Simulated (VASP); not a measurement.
A run of VASP 6.6.1:

File INCAR:

```
PREC = Accurate ; ENCUT = 520
EDIFF = 1E-6 ; ISMEAR = 0
SIGMA = 0.03 ; LREAL = F
LASPH = T ; NELM = 80
ALGO = Fast ; ISIF = 2
LWAVE = F ; LCHARG = F
LMAXMIX = 4 ; GGA = MK
LUSE_VDW = T ; AGGAC = 0.0
PARAM1 = 0.1234 ; PARAM2 = 0.711357
ZAB_VDW = -1.8867 ; NBANDS = 27
ICORELEVEL = 1
```

KPOINTS

```
regular mesh
0
Gamma
  8 8 8
```

The input POSCAR:

```
KTaO3                                   
1.0
    4.0075864804      0.0000000000      0.0000000000
    0.0000000000      4.0075864804      0.0000000000
    0.0000000000      0.0000000000      4.0075864804
  K               Ta              O             
     1     1     3
Direct
     0.5000000000000000    0.5000000000000000    0.5000000000000000
     0.0000000000000000    0.0000000000000000    0.0000000000000000
     0.5000000000000000    0.0000000000000000    0.0000000000000000
     0.0000000000000000    0.5000000000000000    0.0000000000000000
     0.0000000000000000    0.0000000000000000    0.5000000000000000
```

KPOINTS_OPT

```
explicit points
64
Reciprocal
 0.0000000000  0.0000000000  0.0000000000 1
 0.0000000000  0.0555555556  0.0000000000 1
 0.0000000000  0.1111111111  0.0000000000 1
 0.0000000000  0.1666666667  0.0000000000 1
 0.0000000000  0.2222222222  0.0000000000 1
 0.0000000000  0.2777777778  0.0000000000 1
 0.0000000000  0.3333333333  0.0000000000 1
 0.0000000000  0.3888888889  0.0000000000 1
 0.0000000000  0.4444444444  0.0000000000 1
 0.0000000000  0.5000000000  0.0000000000 1
 0.0000000000  0.5000000000  0.0000000000 1
 0.0555555556  0.5000000000  0.0000000000 1
 0.1111111111  0.5000000000  0.0000000000 1
 0.1666666667  0.5000000000  0.0000000000 1
 0.2222222222  0.5000000000  0.0000000000 1
 0.2777777778  0.5000000000  0.0000000000 1
 0.3333333333  0.5000000000  0.0000000000 1
 0.3888888889  0.5000000000  0.0000000000 1
 0.4444444444  0.5000000000  0.0000000000 1
 0.5000000000  0.5000000000  0.0000000000 1
 0.5000000000  0.5000000000  0.0000000000 1
 0.4444444444  0.4444444444  0.0000000000 1
 0.3888888889  0.3888888889  0.0000000000 1
 0.3333333333  0.3333333333  0.0000000000 1
 0.2777777778  0.2777777778  0.0000000000 1
 0.2222222222  0.2222222222  0.0000000000 1
 0.1666666667  0.1666666667  0.0000000000 1
 0.1111111111  0.1111111111  0.0000000000 1
 0.0555555556  0.0555555556  0.0000000000 1
 0.0000000000  0.0000000000  0.0000000000 1
 0.0000000000  0.0000000000  0.0000000000 1
 0.0555555556  0.0555555556  0.0555555556 1
 0.1111111111  0.1111111111  0.1111111111 1
 0.1666666667  0.1666666667  0.1666666667 1
 0.2222222222  0.2222222222  0.2222222222 1
 0.2777777778  0.2777777778  0.2777777778 1
 0.3333333333  0.3333333333  0.3333333333 1
 0.3888888889  0.3888888889  0.3888888889 1
 0.4444444444  0.4444444444  0.4444444444 1
 0.5000000000  0.5000000000  0.5000000000 1
 0.5000000000  0.5000000000  0.5000000000 1
 0.4444444444  0.5000000000  0.4444444444 1
 0.3888888889  0.5000000000  0.3888888889 1
 0.3333333333  0.5000000000  0.3333333333 1
 0.2777777778  0.5000000000  0.2777777778 1
 0.2222222222  0.5000000000  0.2222222222 1
 0.1666666667  0.5000000000  0.1666666667 1
 0.1111111111  0.5000000000  0.1111111111 1
 0.0555555556  0.5000000000  0.0555555556 1
 0.0000000000  0.5000000000  0.0000000000 1
 0.5000000000  0.5000000000  0.0000000000 1
 0.5000000000  0.5000000000  0.0555555556 1
 0.5000000000  0.5000000000  0.1111111111 1
 0.5000000000  0.5000000000  0.1666666667 1
 0.5000000000  0.5000000000  0.2222222222 1
 0.5000000000  0.5000000000  0.2777777778 1
 0.5000000000  0.5000000000  0.3333333333 1
 0.5000000000  0.5000000000  0.3888888889 1
 0.5000000000  0.5000000000  0.4444444444 1
 0.5000000000  0.5000000000  0.5000000000 1
 0.0000000000  0.0000000000  0.0000000000 1
 0.5000000000  0.5000000000  0.0000000000 1
 0.5000000000  0.5000000000  0.5000000000 1
 0.0000000000  0.5000000000  0.0000000000 1
```

Potentials or basis: VASP PAW PBE potentials, release 64 (K_sv, Ta_pv, O).

Command:

```bash
$ cat potpaw_PBE.64/K_sv/POTCAR potpaw_PBE.64/Ta_pv/POTCAR potpaw_PBE.64/O/POTCAR > POTCAR
$ mpirun -np 1 vasp_std > vasp.out
```

Hardware: 1 thread of AMD EPYC 7R13 Processor (Zen 3), on a shared host.

Question: How long does it take, and how much memory?

Answer: Wall time 2.5 min on 1 thread of AMD EPYC 7R13 Processor (Zen 3) (shared host), peak memory 0.36 GiB. Counts: scf iterations 39, k points 35.
